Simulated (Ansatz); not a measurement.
Input of an Ansatz 0.2.0 run:

Contents of input.yaml:

```yaml
crystal:
  lattice:
    - [0.0, 1.813001, 1.813001]
    - [1.813001, 0.0, 1.813001]
    - [1.813001, 1.813001, 0.0]
  atoms:
    - { symbol: "N", position: [0.25, 0.25, 0.25] }
    - { symbol: B, position: [0.0, 0.0, 0.0] }
kpoints:
  mp_grid: { grid: [8, 8, 8] }
scf:
  occupations: { method: fermi_dirac, width: 0.05 }
hamiltonian:
  xc: hse06
  pseudopotentials: { kind: all_electron, datasets: crystal }
output:
  forces: true
  stress: true
```

Potentials or basis: all-electron PAW datasets made for the crystal.

Run with:

```console
$ ansatz run input.yaml --threads 1 --pin off --max-ram 3072MiB --backend cpu --events-out ev --progress --plain --runs-dir out
```

(1) Predict the band gap on the k mesh.

(2) Predict the pressure.

## Answers

(1) 5.77 eV, indirect (least direct gap 10.52 eV).

(2) -9.5 GPa.

**Measured values to compare with.**

A printed reference work, monograph reports, for a bulk crystal of BN at 300 K: band gap 6.4 eV (indirect).

A measured gap of BN is 6.4 eV (indirect; 300 K; a printed reference work, monograph); the calculated 5.77 eV misses it by -0.63 eV. The value is that of HSE06 on a finite k mesh, which can miss the band edges, without temperature or zero-point motion. The cell is a database's relaxed one, not the measured one, which moves gaps too.
